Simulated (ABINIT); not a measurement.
# Quasiparticle gap of BAs (F-43m) in ABINIT, part 2 of 3

Wanted: ground state, empty states, screening and self-energy for BAs (F-43m).

ABINIT 10.8.3; PBE and many-body steps on it, plane waves. Known limits of the many-body steps: not at the basis limit; no spin-orbit coupling; coarse k mesh.

So far. Step 2 (Ground state): The gap is indirect, with the least direct gap 2.08 eV higher.

## (3) Bands along the symmetry lines

Level of this step: DFT, PBE, plane waves, norm-conserving pseudopotentials (ABINIT).

Levels along a band path, at the cheap level, show where the edges lie and whether the meshes to come will hold them.

run.abi reads:

```
acell 3*1.0 Angstrom
rprim 
  -0.000000000000 2.388500000000 2.388500000000
  2.388500000000 -0.000000000000 2.388500000000
  2.388500000000 2.388500000000 -0.000000000000
ntypat 2
znucl 5 33
natom 2
typat 1 2
xred 
  0.000000000000 0.000000000000 0.000000000000
  0.250000000000 0.250000000000 0.250000000000
pp_dirpath "pseudos"
pseudos "B.upf, As.upf"
ecut 44
iscf -2
irdden 1
kptopt 0
nkpt 50
kpt 
  0.00000000 0.00000000 0.00000000
  -0.06250000 -0.06250000 0.00000000
  -0.12500000 -0.12500000 0.00000000
  -0.18750000 -0.18750000 0.00000000
  -0.25000000 -0.25000000 0.00000000
  -0.31250000 -0.31250000 0.00000000
  -0.37500000 -0.37500000 0.00000000
  -0.43750000 -0.43750000 0.00000000
  -0.50000000 -0.50000000 0.00000000
  -0.48437500 -0.48437500 0.03125000
  -0.46875000 -0.46875000 0.06250000
  -0.45312500 -0.45312500 0.09375000
  -0.43750000 -0.43750000 0.12500000
  -0.42187500 -0.42187500 0.15625000
  -0.40625000 -0.40625000 0.18750000
  -0.39062500 -0.39062500 0.21875000
  -0.37500000 -0.37500000 0.25000000
  -0.37500000 0.00000000 0.37500000
  -0.32812500 0.00000000 0.32812500
  -0.28125000 0.00000000 0.28125000
  -0.23437500 0.00000000 0.23437500
  -0.18750000 0.00000000 0.18750000
  -0.14062500 0.00000000 0.14062500
  -0.09375000 0.00000000 0.09375000
  -0.04687500 0.00000000 0.04687500
  0.00000000 0.00000000 0.00000000
  0.00000000 0.00000000 0.06250000
  0.00000000 0.00000000 0.12500000
  0.00000000 0.00000000 0.18750000
  0.00000000 0.00000000 0.25000000
  0.00000000 0.00000000 0.31250000
  0.00000000 0.00000000 0.37500000
  0.00000000 0.00000000 0.43750000
  -0.00000000 -0.00000000 0.50000000
  -0.06250000 -0.03125000 0.46875000
  -0.12500000 -0.06250000 0.43750000
  -0.18750000 -0.09375000 0.40625000
  -0.25000000 -0.12500000 0.37500000
  -0.31250000 -0.15625000 0.34375000
  -0.37500000 -0.18750000 0.31250000
  -0.43750000 -0.21875000 0.28125000
  -0.50000000 -0.25000000 0.25000000
  -0.50000000 -0.28125000 0.21875000
  -0.50000000 -0.31250000 0.18750000
  -0.50000000 -0.34375000 0.15625000
  -0.50000000 -0.37500000 0.12500000
  -0.50000000 -0.40625000 0.09375000
  -0.50000000 -0.43750000 0.06250000
  -0.50000000 -0.46875000 0.03125000
  -0.50000000 -0.50000000 0.00000000
istwfk *1
nband 23
nbdbuf 5
tolwfr 1e-07
nstep 50
prtwf 0
prtvol 0
indata_prefix "in"
outdata_prefix "out"
tmpdata_prefix "tmp"
```

Started as:

```console
$ OMP_NUM_THREADS=1 mpirun -n 8 abinit run.abi > log
```

Numbers of over 12 decimals in the logs are rounded to 6 here.

The log of the run:

```text
.Version 10.8.3 of ABINIT. v10.8.2 released Aug 2026.

 Symmetries : space group F-4 3 m (#216); Bravais cF (face-center cubic)
[... echo of the input left out ...]
== DATASET  1 ==================================================================
-   mpi_nproc: 8, omp_nthreads: 1 (-1 if OMP is not activated)

--- !DatasetInfo
iteration_state: {dtset: 1, }
dimensions: {natom: 2, nkpt: 50, mband: 23, nsppol: 1, nspinor: 1, nspden: 1, mpw: 2637, }
cutoff_energies: {ecut:  44.0, pawecutdg:  -1.0, }
electrons: {nelect:   2.60000000E+01, charge:   0.00000000E+00, occopt:   1.00000000E+00, tsmear:   1.00000000E-02, }

 Real(R)+Recip(G) space primitive vectors, cartesian coordinates (Bohr,Bohr^-1):
 R(1)=  0.0000000  4.5136109  4.5136109  G(1)= -0.1107761  0.1107761  0.1107761
 R(2)=  4.5136109  0.0000000  4.5136109  G(2)=  0.1107761 -0.1107761  0.1107761
 R(3)=  4.5136109  4.5136109  0.0000000  G(3)=  0.1107761  0.1107761 -0.1107761
 Unit cell volume ucvol=  1.8390873E+02 bohr^3
 Angles (23,13,12)=  6.00000000E+01  6.00000000E+01  6.00000000E+01 degrees

 getcut: wavevector=  0.0000  0.0000  0.0000  ngfft=  40  40  40
         ecut(hartree)=     44.000   => boxcut(ratio)=   2.09860

--- Pseudopotential description ------------------------------------------------
- B Generated using ONCVPSP code by D. R. Hamann
-  5.00000   3.00000  171031                  znucl, zion, pspdat
12 -101130 1 -1 1534                          pspcod,pspxc,lmax,lloc,mmax
     nproj     2     2     0
  pspatm : epsatm=    3.38844616
         --- l  ekb(1:nproj) -->
             0    8.382104    1.234201
             1   -3.719492   -0.867526
 pspatm: atomic psp has been read  and splines computed

- As Generated using ONCVPSP code by D. R. Hamann
- 33.00000  23.00000  171031                  znucl, zion, pspdat
12 -101130 2 -1 1358                          pspcod,pspxc,lmax,lloc,mmax
     nproj     2     2     2
  pspatm : epsatm=   24.77333152
         --- l  ekb(1:nproj) -->
             0    4.034276   -2.353825
[...]
pspatm: atomic psp has been read  and splines computed

--------------------------------------------------------------------------------

================================================================================
 prteigrs : about to open file out_EIG
 Non-SCF case, kpt    1 (  0.00000  0.00000  0.00000), residuals and eigenvalues=
  4.73E-08  3.10E-08  9.86E-08  3.25E-08  4.74E-08  4.40E-08  6.16E-08  4.35E-08
  6.23E-08  5.23E-08  9.98E-08  1.48E-08  6.74E-08  3.26E-08  2.30E-08  6.98E-08
  7.02E-08  7.43E-08  3.65E-08  1.73E-07  1.82E-08  4.78E-08  6.47E-08
 -6.5247E+00 -4.4426E+00 -4.4426E+00 -4.4426E+00 -1.0247E+00 -1.0247E+00
 -1.0247E+00 -1.0240E+00 -1.0240E+00 -2.7205E-01  2.9395E-01  2.9395E-01
  2.9395E-01  4.1483E-01  4.1483E-01  4.1483E-01  4.6596E-01  6.4661E-01
  7.7813E-01  7.7813E-01  8.2528E-01  8.2528E-01  8.2528E-01
[...]
6.9492E-01  7.9221E-01  8.5291E-01  8.5291E-01  9.0999E-01
[...]
Non-SCF case, kpt   49 ( -0.50000 -0.46875  0.03125), residuals and eigenvalues=
[...]
9.1851E-01  9.4134E-01  9.6465E-01  1.0121E+00  1.0253E+00
 Non-SCF case, kpt   50 ( -0.50000 -0.50000  0.00000), residuals and eigenvalues=
[...]
-1.0239E+00 -1.0239E+00 -1.0235E+00 -1.1853E-01 -1.8916E-02  1.4425E-01
  1.4425E-01  3.4735E-01  3.4754E-01  7.1279E-01  7.1279E-01  7.6721E-01
  9.2923E-01  9.5732E-01  9.5732E-01  9.9230E-01  1.0172E+00

--- !ResultsGS
iteration_state: {dtset: 1, }
comment   : Summary of ground state results
lattice_vectors:
- [ -0.0000000,   4.5136109,   4.5136109, ]
- [  4.5136109,  -0.0000000,   4.5136109, ]
- [  4.5136109,   4.5136109,  -0.0000000, ]
lattice_lengths: [   6.38321,    6.38321,    6.38321, ]
lattice_angles: [ 60.000,  60.000,  60.000, ] # degrees, (23, 13, 12)
lattice_volume:   1.8390873E+02
convergence: {deltae:  0.000E+00, res2:  0.000E+00, residm:  9.996E-08, diffor:  0.000E+00, }
etotal    :  -3.08192795E+02
entropy   :   0.00000000E+00
fermie    :   2.93949411E-01
cartesian_stress_tensor: null
pressure_GPa: null
xred      :
- [  0.0000E+00,   0.0000E+00,   0.0000E+00,  B]
- [  2.5000E-01,   2.5000E-01,   2.5000E-01, As]
cartesian_forces: null
force_length_stats: {min: null, max: null, mean: null, }

 Integrated electronic density in atomic spheres:
 ------------------------------------------------
 Atom  Sphere_radius  Integrated_density
[...]
================================================================================

 ----iterations are completed or convergence reached----

 Mean square residual over all n,k,spin=   42.094E-09; max=  99.964E-09
 reduced coordinates (array xred) for    2 atoms
       0.000000000000      0.000000000000      0.000000000000
       0.250000000000      0.250000000000      0.250000000000

 cartesian coordinates (angstrom) at end:
    1      0.000000     0.000000     0.000000
    2      1.194250     1.194250     1.194250
 length scales=  1.889726125908  1.889726125908  1.889726125908 bohr
              =  1.000000000000  1.000000000000  1.000000000000 angstroms
 prteigrs : about to open file out_EIG
 Eigenvalues (hartree) for nkpt=  50  k points:
 kpt#   1, nband= 23, wtk=  1.00000, kpt=  0.0000  0.0000  0.0000 (reduced coord)
[...]
kpt#   2, nband= 23, wtk=  1.00000, kpt= -0.0625 -0.0625  0.0000 (reduced coord)
[...]
kpt#   3, nband= 23, wtk=  1.00000, kpt= -0.1250 -0.1250  0.0000 (reduced coord)
[...]
kpt#  49, nband= 23, wtk=  1.00000, kpt= -0.5000 -0.4687  0.0313 (reduced coord)
[...]
0.71038    0.76503    0.91851    0.94134    0.96465    1.01211    1.02526
 kpt#  50, nband= 23, wtk=  1.00000, kpt= -0.5000 -0.5000  0.0000 (reduced coord)
  -6.52474   -4.44253   -4.44252   -4.44252   -1.02478   -1.02409   -1.02389   -1.02389
  -1.02352   -0.11853   -0.01892    0.14425    0.14425    0.34735    0.34754    0.71279
   0.71279    0.76721    0.92923    0.95732    0.95732    0.99230    1.01716

== END DATASET(S) ==============================================================
================================================================================

 -outvars: echo values of variables after computation  --------
            nband          23
             nkpt          50
          spgroup         216
 [... the other variables as echoed above ...]

 Calculation completed.
```

Wall time 6.2 s (8 MPI ranks of Arm Neoverse V2, shared host); peak memory 0.51 GiB.

This step gave:

| Quantity | Value |
| --- | --- |
| gap | 1.208 eV |
| k of the valence top | 0, 0, 0 |
| k of the conduction bottom | -0.375, -0.375, 0 |
| least direct gap | 3.289 eV |

The gap is 1.208 eV, as in the run before at this level.

The electronic bands at the labelled points (eV, zero at the top of the highest filled band):

| point | band 10 | band 11 | band 12 | band 13 | band 14 | band 15 | band 16 | band 17 |
| --- | --- | --- | --- | --- | --- | --- | --- | --- |
| Γ | -15.40 | 0.00 | 0.00 | 0.00 | 3.29 | 3.29 | 3.29 | 4.68 |
| halfway | -14.06 | -4.10 | -2.70 | -2.70 | 1.67 | 4.55 | 7.42 | 7.42 |
| X | -11.22 | -8.51 | -4.07 | -4.07 | 1.45 | 1.46 | 11.40 | 11.40 |
| halfway | -11.19 | -8.41 | -4.90 | -3.92 | 1.61 | 2.81 | 10.72 | 10.82 |
| U | -11.27 | -8.13 | -5.94 | -3.48 | 2.06 | 5.56 | 9.24 | 9.78 |
| jump to K | -11.27 | -8.13 | -5.94 | -3.48 | 2.06 | 5.56 | 9.24 | 9.78 |
| halfway | -13.92 | -5.13 | -3.78 | -1.13 | 3.99 | 4.92 | 5.80 | 7.01 |
| Γ | -15.40 | 0.00 | 0.00 | 0.00 | 3.29 | 3.29 | 3.29 | 4.68 |
| halfway | -14.40 | -4.93 | -1.15 | -1.15 | 3.07 | 4.67 | 4.67 | 7.91 |
| L | -12.53 | -8.77 | -1.82 | -1.82 | 2.70 | 4.81 | 4.81 | 8.90 |
| halfway | -11.96 | -8.28 | -4.55 | -3.07 | 3.99 | 4.79 | 7.48 | 9.06 |
| W | -11.07 | -8.05 | -5.48 | -5.19 | 5.28 | 5.95 | 6.84 | 7.06 |
| halfway | -11.15 | -8.31 | -4.81 | -4.69 | 2.90 | 3.02 | 9.72 | 10.01 |
| X | -11.22 | -8.51 | -4.07 | -4.07 | 1.45 | 1.46 | 11.40 | 11.40 |

The electronic bands as a text plot (rows in eV, shown from -8.0 to 7.2 only):

```
    6.9 |                   +++++++        +            +++
    6.3 |    +                     ++    ++          +   ++
    5.6 |  +++            +   +++                   +   +  +
    5.0 |++++            +      +++  ++++    +++++++  ++ +++
    4.4 |     ++                 ++++      ++       ++ ++   +
    3.7 | +     ++      +     ++++++++  +++          ++
    3.1 |++            +    ++       +++ +++++++  +++        +
    2.5 |  ++     +        +                    ++            +
    1.8 |    +++   ++ +++++                                    ++
    1.2 |       +++++++
    0.6 |
   -0.1 |**                        ******
   -0.7 | *                      **  *  ****
   -1.3 |  **                   *  **       ****
   -2.0 |    *                **   **    **     *****
   -2.6 |    ***            **   **                 **
   -3.2 |       **        **               *          *
   -3.9 |     **  ********      ***                  * *        *
   -4.5 |             *       **                      * **   ***
   -5.1 |              **       *           *          *  ***
   -5.8 |       **       *****                          ***
   -6.4 |                     **             **
   -7.0 |         *         **
   -7.7 |          **      *                   *        *
         Γ           X  U|K            Γ         L        W     X
```

## (4) Empty states on the mesh, 4×4×4 mesh, 114 bands

The sums over transitions need many empty states on a uniform mesh; this step solves for them.

run.abi reads:

```
acell 3*1.0 Angstrom
rprim 
  -0.000000000000 2.388500000000 2.388500000000
  2.388500000000 -0.000000000000 2.388500000000
  2.388500000000 2.388500000000 -0.000000000000
ntypat 2
znucl 5 33
natom 2
typat 1 2
xred 
  0.000000000000 0.000000000000 0.000000000000
  0.250000000000 0.250000000000 0.250000000000
pp_dirpath "pseudos"
pseudos "B.upf, As.upf"
ecut 44
ngkpt 4 4 4
nshiftk 1
shiftk 0 0 0
kptopt 1
chksymbreak 0
irdden 1
istwfk *1
nband 114
prtvol 0
optdriver 6
gwr_task "HDIAGO"
paral_kgb 0
occopt 1
indata_prefix "in"
outdata_prefix "out"
tmpdata_prefix "tmp"
```

The log of the run:

```text
[banner, memory and clock lines left out]
.Version 10.8.3 of ABINIT. v10.8.2 released Aug 2026.

 Symmetries : space group F-4 3 m (#216); Bravais cF (face-center cubic)
[... echo of the input left out ...]
== DATASET  1 ==================================================================
-   mpi_nproc: 8, omp_nthreads: 1 (-1 if OMP is not activated)

--- !DatasetInfo
iteration_state: {dtset: 1, }
dimensions: {natom: 2, nkpt: 8, mband: 114, nsppol: 1, nspinor: 1, nspden: 1, mpw: 2637, }
cutoff_energies: {ecut:  44.0, pawecutdg:  -1.0, }
electrons: {nelect:   2.60000000E+01, charge:   0.00000000E+00, occopt:   1.00000000E+00, tsmear:   1.00000000E-02, }

.Using double precision arithmetic; gwpc =  8

- Reading GS density from: in_DEN

--- Pseudopotential description ------------------------------------------------
- B Generated using ONCVPSP code by D. R. Hamann
-  5.00000   3.00000  171031                  znucl, zion, pspdat
12 -101130 1 -1 1534                          pspcod,pspxc,lmax,lloc,mmax
     nproj     2     2     0
  pspatm : epsatm=    3.38844616
         --- l  ekb(1:nproj) -->
             0    8.382104    1.234201
             1   -3.719492   -0.867526
 pspatm: atomic psp has been read  and splines computed

- As Generated using ONCVPSP code by D. R. Hamann
- 33.00000  23.00000  171031                  znucl, zion, pspdat
12 -101130 2 -1 1358                          pspcod,pspxc,lmax,lloc,mmax
     nproj     2     2     2
  pspatm : epsatm=   24.77333152
         --- l  ekb(1:nproj) -->
             0    4.034276   -2.353825
             1   -6.723548   -2.113112
             2  -10.105298   -4.355719
 pspatm: atomic psp has been read  and splines computed

   7.32206220E+02                                ecore*ucvol(ha*bohr**3)

 Total charge density [el/Bohr^3]
)     Maximum=    7.0999E+00  at reduced coord.    0.2000    0.3000    0.3000
)     Minimum=    4.5090E-03  at reduced coord.    0.7500    0.7500    0.7500
   Integrated=    2.6000E+01

 === KS gaps after direct diagonalization ===
 Indirect band gap semiconductor
 Fundamental gap:     1.453 (eV)
   VBM:     7.999 (eV) at k: [ 0.0000E+00,  0.0000E+00,  0.0000E+00]
   CBM:     9.452 (eV) at k: [ 5.0000E-01,  5.0000E-01,  0.0000E+00]
 Direct gap:         3.289 (eV) at k: [ 0.0000E+00,  0.0000E+00,  0.0000E+00]

== END DATASET(S) ==============================================================

 -outvars: echo values of variables after computation  --------
           etotal      0.0000000000E+00
            nband         114
             nkpt           8
          spgroup         216
 [... the other variables as echoed above ...]

 Calculation completed.
```

Elapsed: 14 s, on 8 MPI ranks; peak memory 3.3 GiB.

Numbers from this step:

| Quantity | Value |
| --- | --- |
| gap | 1.453 eV |
| k of the valence top | 0, 0, 0 |
| k of the conduction bottom | 0.5, 0.5, 0 |
| least direct gap | 3.289 eV |
| k points computed | 8 |
| lowest point of the top converged band, above the valence top | 115.5258 eV |

On this mesh the gap is 1.453 eV. The earlier step found 1.208 eV, so this mesh misses an edge.

## (5) Screening, 4×4×4 mesh, 106 bands, screening to 179.6 eV

The RPA dielectric matrix is built and inverted for each q.

This step: RPA screening on PBE, plane waves, norm-conserving pseudopotentials.

Edit run.abi of step 4 so:

```diff
@@ -20,10 +20,11 @@
 chksymbreak 0
-irdden 1
 istwfk *1
-nband 114
-prtvol 0
-optdriver 6
-gwr_task "HDIAGO"
-paral_kgb 0
 occopt 1
+irdwfk 1
+optdriver 3
+nband 106
+ecuteps 6.6
+inclvkb 2
+awtr 1
+symchi 1
 indata_prefix "in"
```

The log of the run:

```text
.Version 10.8.3 of ABINIT. v10.8.2 released Aug 2026.

 Symmetries : space group F-4 3 m (#216); Bravais cF (face-center cubic)
[... echo of the input left out ...]
== DATASET  1 ==================================================================
-   mpi_nproc: 8, omp_nthreads: 1 (-1 if OMP is not activated)

--- !DatasetInfo
iteration_state: {dtset: 1, }
dimensions: {natom: 2, nkpt: 8, mband: 106, nsppol: 1, nspinor: 1, nspden: 1, mpw: 2637, }
cutoff_energies: {ecut:  44.0, pawecutdg:  -1.0, }
electrons: {nelect:   2.60000000E+01, charge:   0.00000000E+00, occopt:   1.00000000E+00, tsmear:   1.00000000E-02, }

 SCREENING: Calculation of the susceptibility and dielectric matrices

 Based on a program developped by R.W. Godby, V. Olevano, G. Onida, and L. Reining.
 Incorporated in ABINIT by V. Olevano, G.-M. Rignanese, and M. Torrent.
.Using double precision arithmetic ; gwpc =  8

[... cell and pseudopotentials left out ...]
--------------------------------------------------------------------------------

 ==== K-mesh for the wavefunctions ====
 Number of points in the irreducible wedge :     8
[... list of points left out ...]
 Together with 24 symmetry operations and time-reversal symmetry
 yields    64 points in the full Brillouin Zone.

 ==== Q-mesh for the screening function ====
 Number of points in the irreducible wedge :     8
[... list of points left out ...]
 Together with 24 symmetry operations and time-reversal symmetry
 yields    64 points in the full Brillouin Zone.

 setmesh: FFT mesh size selected  =    27x   27x   27
          total number of points  =        19683

 vcoul_init : cutoff-mode = AUXILIARY_FUNCTION
 q-points for optical limit:   1
     1)      0.000010    0.000020    0.000030

- screening: taking advantage of time-reversal symmetry
- Maximum band index for partially occupied states nbvw = 13
- Remaining bands to be divided among processors   nbcw = 93
- Number of bands treated by each node ~11

 Number of electrons calculated from density =   26.0000; Expected =   26.0000
 average of density, n =  0.141374
 r_s =    1.1908
 omega_plasma =   36.2695 [eV]

 calculating chi0 at frequencies [eV] :
  1    0.000000E+00    0.000000E+00
  2    0.000000E+00    3.626946E+01

--------------------------------------------------------------------------------
  q-point number  1        q = ( 0.000000, 0.000000, 0.000000) [r.l.u.]
--------------------------------------------------------------------------------
[... chi0 elements left out ...]
 For q-point:  0.000010 0.000020 0.000030
  dielectric constant =  13.9938
  dielectric constant without local fields =  15.2994

  Average fulfillment of the sum rule on Im[epsilon] for q-point    1 :     49.31  [%]
[... wings left out ...]
  q-point number  2        q = ( 0.250000, 0.000000, 0.000000) [r.l.u.]
--------------------------------------------------------------------------------
[... chi0 elements left out ...]
  Average fulfillment of the sum rule on Im[epsilon] for q-point    2 :     56.79  [%]

 [... 6 further q-points ...]
```

The job ended after 11 s (8 MPI ranks; peak memory 1.1 GiB).

This step gave:

```yaml
eps_infinity_with_local_fields_on_this_mesh_along_the_program_s_q_direction: 13.99
the_same_without_local_fields: 15.30
plasma_frequency: 36.27 eV
plane_waves_in_the_screening_matrix: 169
```

Local fields lower ε∞ by 9 %. On a Γ-centred mesh this coarse the value itself is usually too large, while a short band sum pulls it down.

(Continued in part 3 of 3.)

[Paths, hosts, dates, memory and timing lines, banners, echoed tables and standing remarks are left out of the program output.]

[Logs are printed without paths, hosts, clocks, repeated set-up lines and the standing remarks that a program may print on its own settings, such as how far it seeks lower states.]

[Runs of the session that timed out or met a known fault of the program may be left out.]

[Hosts, paths, dates, database ids (printed as entryN), source tags and the programs' standing remarks are cut or masked in the printed files.]

[G0W0 gaps are taken among the corrected bands and points alone; a level outside them can change the order at an edge.]

[Where Ansatz stands beside ABINIT at settings called matched, ABINIT's density can come from a denser mesh and the files from another edition; pairs whose starting gaps differed by over 0.03 eV were left out, so agreement reads better than it is.]
